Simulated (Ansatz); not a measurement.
**MnS (Cmc2_1): equation of state**

How stiff is MnS (Cmc2_1)? Energies and pressures are computed at volumes on both sides of the relaxed cell and fitted.

The COD entry's cell or inner coordinates are ideal or old and differ from later refinements, so a difference from it is no clean test against experiment.

Method: DFT r²SCAN, scalar-relativistic, plane waves, PAW, in Ansatz 0.2.0.

**1. The structure to begin with**

Symmetry: Cmc2_1, No. 36, orthorhombic system. The conventional cell has a = 3.945 Å, b = 6.756 Å, c = 6.423 Å, α = 90.00°, β = 90.00°, γ = 90.00°. Mn (site symmetry m) is surrounded by 4 S at 2.40 to 2.41 Å. Around S (site symmetry m) lie 4 Mn at 2.40 to 2.41 Å.

Coordinates:

```cif
data_structure
_symmetry_space_group_name_H-M 'Cmc2_1'
_symmetry_Int_Tables_number 36
_cell_length_a 3.9446
_cell_length_b 6.7559
_cell_length_c 6.4233
_cell_angle_alpha 90.000
_cell_angle_beta 90.000
_cell_angle_gamma 90.000
_cell_volume 171.17
loop_
_atom_site_label
_atom_site_type_symbol
_atom_site_symmetry_multiplicity
_atom_site_Wyckoff_symbol
_atom_site_fract_x
_atom_site_fract_y
_atom_site_fract_z
_atom_site_occupancy
Mn1 Mn 4 a 0.50000 0.83130 0.99483 1
S1 S 4 a 0.50000 0.83440 0.62017 1
```

This cell comes from an earlier session at r²SCAN: 21.397 Å³/atom at 0.00 GPa, on a 6×4×4 mesh. The large moments point both ways and cancel.

Volume factors to run: 0.980, 1.020, 0.960, 1.040.

**2. At 0.980 of the relaxed volume**

input.yaml reads:

```yaml
crystal:
  lattice:
    - [-3.918078046, 0.0, 0.0]
    - [0.0, 0.0, -6.3801617455]
    - [0.0, -6.7105500541, 0.0]
  atoms:
    - { symbol: Mn, position: [0.0, -0.0051716247, -0.3312961033], spin: 4.55 }
    - { symbol: Mn, position: [-0.5, -0.5051716503, -0.1687039102], spin: -4.55 }
    - { symbol: S, position: [0.0, -0.3798283594, -0.3344046504] }
    - { symbol: S, position: [-0.5, -0.8798283656, -0.1655953367] }
    - { symbol: Mn, position: [0.5, -0.0051716503, 0.1687039102], spin: -4.55 }
    - { symbol: Mn, position: [0.0, -0.5051716247, 0.3312961033], spin: 4.55 }
    - { symbol: S, position: [0.5, -0.3798283656, 0.1655953367] }
    - { symbol: S, position: [0.0, -0.8798283594, 0.3344046504] }
basis:
  ecutwfc: 500
  ecutrho_ratio: 4
kpoints:
  mp_grid: { grid: [6, 4, 4] }
hamiltonian:
  xc: r2scan
scf:
  occupations: { method: gaussian, width: 0.05 }
output:
  forces: true
  stress: true
  eigenvalues: true
  populations: true
magnetization:
  spin_polarized: true
relax:
  f_tol: 0.01
  max_steps: 40
  cell: { stress_tol: 0.1, fix: [volume] }
```

Run with:

```
> ansatz run input.yaml --threads 4 --pin off --max-ram 10240MiB --backend cpu --events-out ev --progress --plain --runs-dir out
```

After this run come: Scaling the volume by 1.020; At 0.960 of the relaxed volume; At 1.040 of the relaxed volume.

What does the calculation give? Wanted: V0; B0; B0′; scatter of the fit.

As calculated:

| quantity | value |
| --- | --- |
| V0 | 21.397 Å³/atom |
| B0 | 60 GPa |
| B0′ | 2.9 |
| scatter of the fit | 0.005 meV/atom |

The fitted minimum lies at 21.40 Å³/atom, and the bulk modulus is 60 GPa. One per cent of compression takes about 0.60 GPa. The gap on the mesh opens from 2.35 to 2.54 eV as the cell expands over this range. The moment on atom 1 grows from 4.07 to 4.20 μB on expansion. These are values at 0 K without zero-point motion.
